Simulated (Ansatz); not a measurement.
TiSe:

```xyz
4
Lattice="4.1784 0.0000 0.0000 0.0000 4.1784 0.0000 0.0000 0.0000 5.9844" Properties=species:S:1:pos:R:3 pbc="T T T"
Se    0.0000    2.0892    4.5515
Se    2.0892    0.0000    1.4329
Ti    0.0000    0.0000    0.0000
Ti    2.0892    2.0892    0.0000
```

The cell comes from a database or a generator and needn't be the stable form of this composition.

| Item | Value |
| --- | --- |
| Program | Ansatz 0.2.0 |
| Task | relaxation of cell and atoms |
| Functional | HSE06 |
| Potentials or basis | Ansatz PAW |
| Cutoff | 420 eV (not typed: the program's choice for these potentials) |
| k mesh | 4 × 4 × 4 |
| Occupations | fermi-dirac, width 0.05 eV |
| Spin | no spin polarisation |

At the start: volume 26.12 Å³/atom.

Task: Where does the relaxation end?

Result: It ends after 4 steps and the volume is 25.64 Å³/atom (-1.8 %); space group P4/nmm (No. 129, to 0.05 Å).

Step by step:
| step | energy change (eV) | largest force (eV/Å) | volume (Å³) |
| --- | --- | --- | --- |
| 1 | 0.0000 | 0.2521 | 104.48 |
| 2 | -0.0141 | 0.0390 | 101.27 |
| 3 | -0.0167 | 0.0030 | 102.58 |
| 4 | -0.0164 | 0.0030 | 102.58 |

Final structure:
```
Se Ti
1.0
     4.13407    0.00000    0.00000
     0.00000    4.13407    0.00000
     0.00000    0.00000    6.00200
Se Ti
2 2
Cartesian
  0.0000 2.0670 4.5718
  2.0670 0.0000 1.4302
  0.0000 0.0000 0.0000
  2.0670 2.0670 0.0000
```

Caveat: the k mesh is coarse (spacing up to 0.38 Å⁻¹), so the values aren't converged, least of all with exact exchange; the plane-wave basis is chosen anew once the cell has moved, so the energies of steps on either side of that aren't comparable; this functional lacks dispersion, which binds the layers, so the pressure and a relaxed spacing across them are unreliable; the PAW data sets come from PBE, with cores solved anew for the run's functional, which leaves a small shift of forces and pressure.
